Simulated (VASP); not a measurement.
Here is a VASP 6.6.1 calculation.

Contents of INCAR:

```
PREC     = Accurate       # precision mode
ENCUT    = 520            # plane-wave cutoff, eV
EDIFF    = 1E-7           # SCF threshold, eV
ISMEAR   = -1             # smearing method
SIGMA    = 0.05           # smearing width, eV
LREAL    = F              # projectors in reciprocal space
LASPH    = T              # aspherical terms in the spheres
NELM     = 60             # most SCF steps
ALGO     = Normal         # electronic algorithm
ISIF     = 2              # what is computed and relaxed
LWAVE    = F              # write WAVECAR
LCHARG   = F              # write CHGCAR
GGA      = PS             # functional
NBANDS   = 16             # bands
```

Contents of KPOINTS:

```
regular mesh
0
Gamma
  7 7 7
```

File POSCAR:

```
CdTe
1.0
    0.0000000000      3.2050000000      3.2050000000
    3.2050000000      0.0000000000      3.2050000000
    3.2050000000      3.2050000000      0.0000000000
Te Cd
1 1
Direct
    0.7500000000      0.7500000000      0.7500000000
    0.0000000000      0.0000000000      0.0000000000
```

Potentials or basis: VASP PAW PBE potentials, release 64 (Te, Cd).

Run with:

```sh
$ cat potpaw_PBE.64/Te/POTCAR potpaw_PBE.64/Cd/POTCAR > POTCAR
$ mpirun -np 1 vasp_std > vasp.out
```

(1) Predict the band gap on the k mesh.

(2) Estimate the pressure.

## Answers

(1) 0.76 eV, direct.

(2) 1.9 GPa.

Caveat: the PAW data sets were made with another functional, which shifts forces and pressure a little; spin-orbit coupling is left out, which moves the levels of the heavy elements.

**Measured values to compare with.**

From a printed reference work, data compilation, for a bulk crystal of CdTe at 0 K: band gap 1.607 eV.

Measured gap of CdTe: 1.607 eV (0 K; a printed reference work, data compilation). This calculation gives 0.76 eV (-0.85 eV). Spin-orbit coupling on Cd, Te is left out. The value is that of PBEsol, without temperature or zero-point motion. Semilocal functionals fall short of measured gaps as a rule.
